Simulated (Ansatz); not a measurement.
Put InAs in P6_222 (No. 180): In on 3d; As on 3c. The cell of InAs is invented: 4-connected net, two elements alternating.

The calculation used DFT PBE, scalar-relativistic, plane waves, PAW (Ansatz 0.2.0). Cutoff 420 eV, Γ-centred mesh, Gaussian smearing, no spin polarisation.

Formation energies are uncorrected and refer to the elements' standard structures at the same level.

Q: Predict the relaxed structure.

A:

Space group P6_222 (No. 180). a = 4.362 Å, b = 4.362 Å, c = 9.669 Å, α = 90.00°, β = 90.00°, γ = 120.00°
```csv
atom,site,symmetry,x,y,z
In,3d,222,0.0000,0.5000,0.1667
As,3c,222,0.5000,0.5000,0.3333
```

Around In lie 4 As at 2.71 Å; As is surrounded by 4 In at 2.71 Å. Another local minimum with the same sites may exist.

Q: And its energy and gap?

A: The energy over the elements is −0.096 eV/atom. The gap on the 12×12×4 mesh of the 6-atom cell is 0.06 eV. It lies below the elements, which doesn't yet make it stable against other compounds or structures.

The last run used Gaussian smearing of 0.01 eV. The reference form of As is held partly by dispersion forces, which this level lacks. Small gaps are read on the mesh alone, and bands can cross between its points. Symmetry constrained the relaxation, so the result can be a saddle point.
